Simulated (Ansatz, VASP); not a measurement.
Fe: VASP beside Ansatz

```
Fe
1.0
    -1.47186    1.47186    1.44300
     1.47186   -1.47186    1.44300
     1.47186    1.47186   -1.44300
Fe
1
Direct
  0.00000 0.00000 0.00000
```

Alike in both runs: functional PBE; k mesh 11 × 11 × 11; occupations fermi-dirac, width 0.05 eV; collinear spin.

|  | VASP | Ansatz |
| --- | --- | --- |
| version | VASP 6.6.1 | Ansatz 0.2.0 |
| potentials or method | VASP PAW PBE potentials, release 64 (Fe) | Ansatz PAW |
| plane-wave cutoff (eV) | 520 | 420 |
| valence electrons in the cell | 8 | 16 |
| task | single point | band structure |

VASP gave:

- gap on the k mesh at the Fermi level (eV): none
- pressure (GPa): -12.3
- largest component of the traceless stress (GPa): 0.70
- net moment per atom (μB): 2.44
- size of the moment on the site where the two differ most (μB): 2.45

**Question.** Estimate Ansatz's values.

**Answer.** gap on the k mesh at the Fermi level (eV): none; pressure (GPa): -13.3; largest component of the traceless stress (GPa): 0.80; net moment per atom (μB): 2.39; size of the moment on the site where the two differ most (μB): 2.45.

Site moments also hang on the region over which each program counts them. A gap of «none» marks a metal or a gap that the smearing closes. The two sets of potentials don't hold the same shells in valence.
